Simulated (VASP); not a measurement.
# Rb (Fm-3m) in VASP: notebook

The runs below take Rb through single point, with r2SCAN.

Program: VASP 6.6.1. These are calculated values, not measurements. Logs are shortened: lines on timing, memory, paths and dates and some standing lists are left out, and cuts for length are marked.

### Step 1. Starting point

Symmetry: Fm-3m, No. 225, cubic system. The conventional cell has a = 7.280 Å, b = 7.280 Å, c = 7.280 Å, α = 90.00°, β = 90.00°, γ = 90.00°.

This isn't the form of Rb at room conditions, which is bcc.

### Step 2. Single point, r2SCAN

INCAR

```
SYSTEM = Rb
PREC = Accurate
ENCUT = 900
EDIFF = 1E-8
ISMEAR = 1
SIGMA = 0.05
LREAL = .FALSE.
LASPH = .TRUE.
NELM = 100
ALGO = Normal
ISIF = 2
LWAVE = .FALSE.
LCHARG = .FALSE.
METAGGA = R2SCAN
LMIXTAU = .TRUE.
ADDGRID = .FALSE.
```

KPOINTS

```
regular mesh
0
G
  11 11 11
  0 0 0
```

POSCAR

```
Rb
1.0
    0.0000000000      3.6398846700      3.6398846700
    3.6398846700      0.0000000000      3.6398846700
    3.6398846700      3.6398846700      0.0000000000
Rb
1
Direct
    0.0000000000      0.0000000000      0.0000000000
```

Potentials or basis: VASP PAW PBE potentials, release 64 (Rb_sv).

Launch:

```bash
$ cat potpaw_PBE.64/Rb_sv/POTCAR > POTCAR
$ mpirun -np 1 vasp_std > vasp.out
```

OUTCAR:

```text
SYSTEM = Rb
   PREC = Accurate
   ENCUT = 900
   EDIFF = 1E-8
   ISMEAR = 1
   LREAL = .FALSE.
   LASPH = .TRUE.
   NELM = 100
   ISIF = 2
   METAGGA = R2SCAN

 ion  position               nearest neighbor table
   1  0.000  0.000  0.000-

  LATTYP: Found a face centered cubic cell.
 ALAT       =     7.2797693400

  Lattice vectors:

 A1 = (   0.0000000000,   3.6398846700,   3.6398846700)
 A2 = (   3.6398846700,   0.0000000000,   3.6398846700)
 A3 = (   3.6398846700,   3.6398846700,   0.0000000000)

Analysis of symmetry for initial positions (statically):
=====================================================================
 Subroutine PRICEL returns:
 Original cell was already a primitive cell.

 Routine SETGRP: Setting up the symmetry group for a
 face centered cubic supercell.

 Subroutine GETGRP returns: Found 48 space group operations
 (whereof 48 operations were pure point group operations)
 out of a pool of 48 trial point group operations.

The static configuration has the point symmetry O_h .

Analysis of symmetry for dynamics (positions and initial velocities):
=====================================================================
 Subroutine PRICEL returns:
 Original cell was already a primitive cell.

 Routine SETGRP: Setting up the symmetry group for a
 face centered cubic supercell.

 Subroutine GETGRP returns: Found 48 space group operations
 (whereof 48 operations were pure point group operations)
 out of a pool of 48 trial point group operations.

The dynamic configuration has the point symmetry O_h .

 Subroutine INISYM returns: Found 48 space group operations
 (whereof 48 operations are pure point group operations),
 and found     1 'primitive' translations

----------------------------------------------------------------------------------------

                                     Primitive cell

  volume of cell :      96.4479

  direct lattice vectors                    reciprocal lattice vectors
     0.000000000  3.639884670  3.639884670    -0.137366990  0.137366990  0.137366990
     3.639884670  0.000000000  3.639884670     0.137366990 -0.137366990  0.137366990
     3.639884670  3.639884670  0.000000000     0.137366990  0.137366990 -0.137366990

  length of vectors
     5.147574266  5.147574266  5.147574266     0.237926605  0.237926605  0.237926605

  position of ions in fractional coordinates (direct lattice)
     0.000000000  0.000000000  0.000000000

  ion indices of the primitive-cell ions
   primitive index   ion index
                 1           1

----------------------------------------------------------------------------------------

 KPOINTS: regular mesh

Automatic generation of k-mesh.
 Grid dimensions read from file:
 generate k-points for:   11   11   11

 Generating k-lattice:

  Cartesian coordinates                     Fractional coordinates (reciprocal lattice)
    -0.012487908  0.012487908  0.012487908     0.090909091  0.000000000  0.000000000
     0.012487908 -0.012487908  0.012487908     0.000000000  0.090909091  0.000000000
     0.012487908  0.012487908 -0.012487908     0.000000000  0.000000000  0.090909091

  Length of vectors
     0.021629691  0.021629691  0.021629691

  Shift w.r.t. Gamma in fractional coordinates (k-lattice)
     0.000000000  0.000000000  0.000000000

 Subroutine IBZKPT returns following result:
 ===========================================

 Found     56 irreducible k-points:

 Following reciprocal coordinates:
            Coordinates               Weight
  0.000000  0.000000  0.000000      1.000000
  0.090909  0.000000  0.000000      8.000000
  0.181818  0.000000  0.000000      8.000000
  0.272727  0.000000  0.000000      8.000000
  0.363636  0.000000  0.000000      8.000000
  0.454545  0.000000  0.000000      8.000000
[... 16 lines left out ...]
 -0.272727  0.181818  0.000000     24.000000
 -0.181818  0.181818  0.000000     12.000000
 [... further k-points ...]
   k-points           NKPTS =     56   k-points in BZ     NKDIM =     56   number of bands    NBANDS=      8
   number of dos      NEDOS =    301   number of ions     NIONS =      1
   total plane-waves  NPLWV = 125000
   dimension x,y,z NGX =    50 NGY =   50 NGZ =   50
   dimension x,y,z NGXF=   100 NGYF=  100 NGZF=  100
   ions per type =               1
   NGX,Y,Z   is equivalent  to a cutoff of  16.15, 16.15, 16.15 a.u.
   NGXF,Y,Z  is equivalent  to a cutoff of  32.30, 32.30, 32.30 a.u.
 SYSTEM =  Rb
   PREC   = accura    normal or accurate (medium, high low for compatibility)
   ISTART =      0    job   : 0-new  1-cont  2-samecut
   ICHARG =      2    charge: 1-file 2-atom 10-const
   ISPIN  =      1    spin polarized calculation?
   LNONCOLLINEAR =      F non collinear calculations
   LSORBIT =      F    spin-orbit coupling
   LASPH  =      T    aspherical Exc in radial PAW
   ENCUT  =  900.0 eV  66.15 Ry    8.13 a.u.  12.59 12.59 12.59*2*pi/ulx,y,z
   NELM   =    100;   NELMIN=  2; NELMDL= -5     # of ELM steps
   EDIFF  = 0.1E-07   stopping-criterion for ELM
   LREAL  =      F    real-space projection
   EDIFFG = 0.1E-06   stopping-criterion for IOM
   NSW    =      0    number of steps for IOM
   IBRION =     -1    ionic relax: 0-MD 1-quasi-New 2-CG
   NFREE  =      0    steps in history (QN), initial steepest desc. (CG)
   ISIF   =      2    stress and relaxation
   ISYM   =      2    0-nonsym 1-usesym 2-fastsym
   POTIM  = 0.5000    time-step for ionic-motion
   TEBEG  =    0.0;   TEEND  =   0.0 temperature during run
   PSTRESS=    0.0 pullay stress
   NELECT =       9.0000    total number of electrons
   NUPDOWN=      -1.0000    fix difference up-down
   EMIN   =  10.00;   EMAX   =-10.00  energy-range for DOS
   EFERMI =   0.00;   METHOD = LEGACY
   ISMEAR =     1;   SIGMA  =   0.05  broadening in eV -4-tet -1-fermi 0-gaus
   EFERMI_NEDOS =   21; number of points for ismear=-14 and -15
   IALGO  =     38    algorithm
   IMIX   =      4    mixing-type and parameters
     AMIX     =   0.40;   BMIX     =  1.00
     AMIX_MAG =   1.60;   BMIX_MAG =  1.00
  volume/ion in A,a.u.               =      96.45       650.86
  Fermi-wavevector in a.u.,A,eV,Ry     =   0.742548  1.403213  7.501953  0.551378
  Thomas-Fermi vector in A             =   1.837453
   LORBIT       =      0    0 simple, 1 ext, 2 COOP (PROOUT), +10 PAW based schemes
   METAGGA = R2SCAN    functional components
   LHFCALC =     F    Hartree Fock is set to
   AEXX    =    0.0000 exact exchange contribution
   IVDW    =     0    specifies the selected vdW correction
   LEPSILON=     F    determine dielectric tensor
   LRPA    =     F    only Hartree local field effects (RPA)
 non-spin polarized calculation
 Methfessel and Paxton  Order N= 1 SIGMA  =   0.05
  energy-cutoff  :      900.00
  volume of cell :       96.45
 maximum number of plane-waves:      5961
   NGX = 25   NGY = 25   NGZ = 25

 number of electron       9.0000000 magnetization

 Free energy of the ion-electron system (eV)
  ---------------------------------------------------
  ext. energy  EPLUGINS =         0.00000000
  ---------------------------------------------------
  free energy    TOTEN  =       -13.91633240 eV

  energy without entropy =      -13.91606351  energy(sigma->0) =      -13.91624277

 E-fermi :  -0.0272     XC(G=0):  -5.5851

 val. band max:       -0.0441835281   @ k =   0.4545   0.0000   0.0000
 cond. band min:      -0.0119534115   @ k =  -0.2727   0.2727   0.0909
 fundamental gap:      0.0322301166
 Fermi energy:        -0.0272495328

 k-point     1 :       0.0000    0.0000    0.0000
  band No.  band energies     occupation
      1     -30.1634      2.00000
      2     -13.6578      2.00000
      3     -13.6578      2.00000
      4     -13.6578      2.00000
      5      -2.0816      2.00000
      6       3.8976      0.00000
      7       3.8976      0.00000
      8       3.8976      0.00000

 k-point     2 :       0.0909    0.0000    0.0000
  band No.  band energies     occupation
      1     -30.1632      2.00000
      2     -13.6643      2.00000
      3     -13.6587      2.00000
      4     -13.6587      2.00000
      5      -1.9883      2.00000
      6       3.5924      0.00000
      7       3.9360      0.00000
      8       3.9360      0.00000

 k-point     3 :       0.1818    0.0000    0.0000
  band No.  band energies     occupation
      1     -30.1625      2.00000
      2     -13.6816      2.00000
      3     -13.6610      2.00000
      4     -13.6610      2.00000
      5      -1.7144      2.00000
      6       2.9590      0.00000
      7       3.9879      0.00000
      8       3.9879      0.00000

 k-point     4 :       0.2727    0.0000    0.0000
  band No.  band energies     occupation
      1     -30.1616      2.00000
      2     -13.7040      2.00000
      3     -13.6640      2.00000
      4     -13.6640      2.00000
      5      -1.2770      2.00000
      6       2.2373      0.00000
      7       3.9145      0.00000
      8       3.9145      0.00000

 k-point     5 :       0.3636    0.0000    0.0000
  band No.  band energies     occupation
      1     -30.1608      2.00000
      2     -13.7244      2.00000
      3     -13.6668      2.00000
      4     -13.6668      2.00000
      5      -0.7046      2.00000
      6       1.4876      0.00000
      7       3.7670      0.00000
      8       3.7670      0.00000
[... 177 lines left out ...]
 k-point    22 :      -0.3636    0.1818    0.0000
  band No.  band energies     occupation
      1     -30.1600      2.00000
      2     -13.7260      2.00000
      3     -13.6858      2.00000
      4     -13.6705      2.00000
      5       0.0078      0.07953
      6       1.1872      0.00000
      7       2.6959      0.00000
      8       3.8918      0.00000

 k-point    23 :      -0.2727    0.1818    0.0000
  band No.  band energies     occupation
      1     -30.1606      2.00000
      2     -13.7152      2.00000
      3     -13.6833      2.00000
      4     -13.6668      2.00000
      5      -0.6162      2.00000
      6       1.8831      0.00000
      7       2.7608      0.00000
      8       4.0357      0.00000

 k-point    24 :      -0.1818    0.1818    0.0000
  band No.  band energies     occupation
      1     -30.1613      2.00000
      2     -13.7019      2.00000
      3     -13.6763      2.00000
      4     -13.6633      2.00000
      5      -1.1328      2.00000
      6       2.4027      0.00000
      7       3.0991      0.00000
      8       4.2657      0.00000

 [... further k-points ...]

------------------------ aborting loop because EDIFF is reached ----------------------------------------

  FORCE on cell =-STRESS in cart. coord.  units (eV):
  Direction    XX          YY          ZZ          XY          YZ          ZX
  --------------------------------------------------------------------------------------
  -------------------------------------------------------------------------------------
  Total       -0.0176550     -0.0176550     -0.0176550      0.0000000     -0.0000000      0.0000000
  in kB       -0.2932814     -0.2932814     -0.2932814      0.0000000     -0.0000000      0.0000000
  external PRESSURE =      -0.2932814 kB  Pullay stress =       0.0000000 kB

 VOLUME and BASIS-vectors are now :
 -----------------------------------------------------------------------------
  energy-cutoff  :      900.00
  volume of cell :       96.45
      direct lattice vectors                 reciprocal lattice vectors
     0.000000000  3.639884670  3.639884670    -0.137366990  0.137366990  0.137366990
     3.639884670  0.000000000  3.639884670     0.137366990 -0.137366990  0.137366990
     3.639884670  3.639884670  0.000000000     0.137366990  0.137366990 -0.137366990

 POSITION                                       TOTAL-FORCE (eV/Angst)
 -----------------------------------------------------------------------------------
      0.00000      0.00000      0.00000         0.000000      0.000000     -0.000000
 -----------------------------------------------------------------------------------
    total drift:                                0.000000      0.000000      0.000000

  FREE ENERGIE OF THE ION-ELECTRON SYSTEM (eV)
  ---------------------------------------------------
  free  energy   TOTEN  =       -13.9163323995 eV

  energy  without entropy=      -13.9160635131  energy(sigma->0) =      -13.91624277
```

Wall time 9.9 min (1 thread of Intel Xeon 6975P-C (Granite Rapids), shared host); peak memory 0.42 GiB.

Results:

```
Free energy            : -13.9163 eV
Pressure               : 0.0 GPa
Band gap on the k mesh : none (metal or under the smearing width)
```

Caveat: the PAW data sets were made with another functional, which shifts forces and pressure a little.

### Step 3. Single point, r2SCAN

INCAR, as its differences from that of step 2:

```diff
@@ -2,6 +2,6 @@
 PREC = Accurate
-ENCUT = 900
-EDIFF = 1E-8
+ENCUT = 250
+EDIFF = 1E-6
 ISMEAR = 1
-SIGMA = 0.05
+SIGMA = 0.2
 LREAL = .FALSE.
```

KPOINTS

```
regular mesh
0
G
  2 2 2
  0 0 0
```

POSCAR is that of step 2.

Potentials or basis: VASP PAW PBE potentials, release 64 (Rb_sv).

Launch:

```bash
$ cat potpaw_PBE.64/Rb_sv/POTCAR > POTCAR
$ mpirun -np 1 vasp_std > vasp.out
```

Wall time 12 s (1 thread of Intel Xeon 6975P-C (Granite Rapids), shared host); peak memory 0.14 GiB.

The run converged, but some of its settings lie outside the range that counts as converged, so its numbers aren't taken as properties of the crystal.

What came out:

```
Free energy            : -13.5548 eV
Band gap on the k mesh : none (metal or under the smearing width)
```

Caveat: the k mesh is coarse (spacing up to 0.75 Å⁻¹), so the values aren't converged; the cutoff is under 1.25 times the usual one of these potentials, so pressure, stress and relaxed cells hold a basis-set (Pulay) error; the PAW data sets were made with another functional, which shifts forces and pressure a little.

### Step 4. Single point, r2SCAN

INCAR is that of step 3.

KPOINTS is that of step 3.

POSCAR

```
Rb
1.0
    0.0790870000      3.6559800000      3.6130310000
    3.6559400000      0.0406780000      3.6514400000
    3.6810400000      3.7194890000      0.0155780000
Rb
1
Direct
   -0.0191540000      0.0033960000      0.0084760000
```

Launch:

```bash
$ cat potpaw_PBE.64/Rb_sv/POTCAR > POTCAR
$ mpirun -np 1 vasp_std > vasp.out
```

Wall time 22 s (1 thread of Intel Xeon 6975P-C (Granite Rapids), shared host); peak memory 0.15 GiB.

The run converged, but some of its settings lie outside the range that counts as converged, so its numbers aren't taken as properties of the crystal.

What came out:

| Quantity | Value |
| --- | --- |
| Free energy | -13.5622 eV |
| Band gap on the k mesh | none (metal or under the smearing width) |

Caveat: the k mesh is coarse (spacing up to 0.76 Å⁻¹), so the values aren't converged; the cutoff is under 1.25 times the usual one of these potentials, so pressure, stress and relaxed cells hold a basis-set (Pulay) error; the PAW data sets were made with another functional, which shifts forces and pressure a little.
